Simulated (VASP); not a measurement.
# Ti (P6_3/mmc) in VASP: notebook, part 2 of 2

VASP 6.6.1. The steps go on from the part before.

## Step 4: Single point, PBE (grid = ENCUT=280 dk=0.35 cell=2x2x1 ISMEAR=1 SIGMA=0.1 LREAL=Auto EDIFF=1e-06)

File INCAR:

```
SYSTEM = Ti
PREC = Accurate
ENCUT = 280
EDIFF = 1E-6
ISMEAR = 1
SIGMA = 0.1
LREAL = Auto
LASPH = .True.
NELM = 120
ALGO = Fast
ISIF = 2
LWAVE = .False.
LCHARG = .False.
GGA = PE
NBANDS = 56
```

File KPOINTS:

```
regular mesh
0
Gamma
  4 4 4
  0 0 0
```

File POSCAR:

```
Ti
1.0
    5.9000000000      0.0000000000      0.0000000000
   -2.9500000000      5.1095498824      0.0000000000
    0.0000000000      0.0000000000      4.6800000000
Ti
8
Direct
    0.3333333334      0.1666666666      0.7500000000
    0.3333333334      0.6666666666      0.7500000000
    0.8333333333      0.1666666666      0.7500000000
    0.8333333333      0.6666666666      0.7500000000
    0.1666666666      0.3333333334      0.2500000000
    0.1666666666      0.8333333333      0.2500000000
    0.6666666666      0.3333333334      0.2500000000
    0.6666666666      0.8333333333      0.2500000000
```

Potentials or basis: VASP PAW PBE potentials, release 64 (Ti_sv).

Run with:

```
$ cat potpaw_PBE.64/Ti_sv/POTCAR > POTCAR
$ mpirun -np 1 vasp_std > vasp.out
```

OUTCAR:

```text
SYSTEM = Ti
   PREC = Accurate
   ENCUT = 280
   EDIFF = 1E-6
   ISMEAR = 1
   LREAL = Auto
   LASPH = .True.
   NELM = 120
   ISIF = 2
   GGA = PE

 Found     12 irreducible k-points:

 Following reciprocal coordinates:
            Coordinates               Weight
  0.000000  0.000000  0.000000      1.000000
  0.250000  0.000000  0.000000      6.000000
  0.500000  0.000000  0.000000      3.000000
  0.250000  0.250000  0.000000      6.000000
  0.000000  0.000000  0.250000      2.000000
  0.250000  0.000000  0.250000     12.000000
   k-points           NKPTS =     12   k-points in BZ     NKDIM =     12   number of bands    NBANDS=     56
[... 436 lines left out ...]
  Total       -1.9402651     -1.9402651     -2.4287940      0.0000000      0.0000000      0.0000000
  in kB      -22.0338889    -22.0338889    -27.5816821      0.0000000      0.0000000      0.0000000
  external PRESSURE =     -23.8831533 kB  Pullay stress =       0.0000000 kB

 VOLUME and BASIS-vectors are now :
 -----------------------------------------------------------------------------
  energy-cutoff  :      280.00
  volume of cell :      141.08
      direct lattice vectors                 reciprocal lattice vectors
     5.900000000  0.000000000  0.000000000     0.169491525  0.097855978  0.000000000
    -2.950000000  5.109549882  0.000000000     0.000000000  0.195711956  0.000000000
     0.000000000  0.000000000  4.680000000     0.000000000  0.000000000  0.213675214

 POSITION                                       TOTAL-FORCE (eV/Angst)
 -----------------------------------------------------------------------------------
      1.47500      0.85159      3.51000        -0.000000      0.000000     -0.000000
      0.00000      3.40637      3.51000        -0.000000     -0.000000     -0.000000
      4.42500      0.85159      3.51000        -0.000000     -0.000000     -0.000000
      2.95000      3.40637      3.51000        -0.000000     -0.000000      0.000000
     -0.00000      1.70318      1.17000         0.000000      0.000000     -0.000000
     -1.47500      4.25796      1.17000         0.000000     -0.000000      0.000000
      2.95000      1.70318      1.17000         0.000000      0.000000     -0.000000
      1.47500      4.25796      1.17000         0.000000      0.000000      0.000000
 -----------------------------------------------------------------------------------
    total drift:                                0.000000      0.000002     -0.000000

  FREE ENERGIE OF THE ION-ELECTRON SYSTEM (eV)
  ---------------------------------------------------
  free  energy   TOTEN  =       -62.5573279548 eV

  energy  without entropy=      -62.5617679208  energy(sigma->0) =      -62.55880794
```

OSZICAR:

```text
N       E                     dE             d eps       ncg     rms          rms(c)
[... 13 lines left out ...]
RMM:  75    -0.625573274475E+02   -0.14972E-06   -0.11065E-05   754   0.656E-03    0.550E-03
RMM:  76    -0.625573276018E+02   -0.15436E-06   -0.10585E-05   753   0.644E-03    0.559E-03
RMM:  77    -0.625573276963E+02   -0.94518E-07   -0.10604E-05   760   0.653E-03    0.550E-03
RMM:  78    -0.625573278041E+02   -0.10772E-06   -0.10352E-05   747   0.647E-03    0.542E-03
RMM:  79    -0.625573279004E+02   -0.96285E-07   -0.10395E-05   770   0.653E-03    0.536E-03
RMM:  80    -0.625573279776E+02   -0.77194E-07   -0.10115E-05   740   0.647E-03    0.536E-03
RMM:  81    -0.625573279923E+02   -0.14787E-07   -0.10459E-05  1012   0.669E-03    0.491E-03
RMM:  82    -0.625573279548E+02    0.37568E-07   -0.97171E-06   881   0.647E-03
   1 F= -.62557328E+02 E0= -.62558808E+02  d E =0.443997E-02
```

stdout:

```text
POSCAR found type information on POSCAR Ti
 POSCAR found :  1 types and       8 ions
 scaLAPACK will be used
 -----------------------------------------------------------------------------
|                                                                             |
|                                                                             |
|     You have a (more or less) 'small supercell' and for smaller cells       |
[... 28 lines left out ...]
WARNING in EDDRMM: call to ZHEGV failed, returncode =   6  3     14
WARNING in EDDRMM: call to ZHEGV failed, returncode =   8  4      9
WARNING in EDDRMM: call to ZHEGV failed, returncode =   6  3     49
WARNING in EDDRMM: call to ZHEGV failed, returncode =   8  4     55
WARNING in EDDRMM: call to ZHEGV failed, returncode =   8  4     55
WARNING in EDDRMM: call to ZHEGV failed, returncode =   8  4     55
WARNING in EDDRMM: call to ZHEGV failed, returncode =   8  4     24
```

Run time: 3.5 min. Hardware: 1 thread of AMD EPYC 9R45 (Zen 5), shared host; peak memory 0.15 GiB.

These settings aren't checked as converged: the numbers below hold their error.

Results:

```
Free energy            : -62.5573 eV
Band gap on the k mesh : none (metal or under the smearing width)
```

Caveat: the cutoff is under 1.25 times the usual one of these potentials, so pressure, stress and relaxed cells hold a basis-set (Pulay) error.

## Step 5: Single point, PBE (grid = ENCUT=400 dk=0.45 cell=2x2x1 ISMEAR=1 SIGMA=0.1 LREAL=Auto EDIFF=1e-06)

INCAR: that of step 4 with these lines changed.

```diff
@@ -2,3 +2,3 @@
 PREC = Accurate
-ENCUT = 280
+ENCUT = 400
 EDIFF = 1E-6
```

File KPOINTS:

```
regular mesh
0
Gamma
  3 3 3
  0 0 0
```

POSCAR is that of step 4.

Run with:

```
$ cat potpaw_PBE.64/Ti_sv/POTCAR > POTCAR
$ mpirun -np 1 vasp_std > vasp.out
```

Wall time 3.7 min (1 thread of AMD EPYC 9R45 (Zen 5), shared host); peak memory 0.18 GiB.

The run converged, but some of its settings lie outside the range that counts as converged, so its numbers aren't taken as properties of the crystal.

What came out:

```
Free energy            : -62.4845 eV
Pressure               : -2.0 GPa
Band gap on the k mesh : none (metal or under the smearing width)
```

Caveat: the k mesh is coarse (spacing up to 0.45 Å⁻¹), so the values aren't converged.

## Step 6: The reference run

An earlier run on the cell as given: functional PBE; potentials or basis VASP PAW PBE potentials, release 64 (Ti_sv); cutoff 520 eV; k mesh 10 × 10 × 6; occupations fermi-dirac, width 0.05 eV; no spin polarisation.

- Pressure: -1.7 GPa
- Band gap on the k mesh: none (metal or under the smearing width)
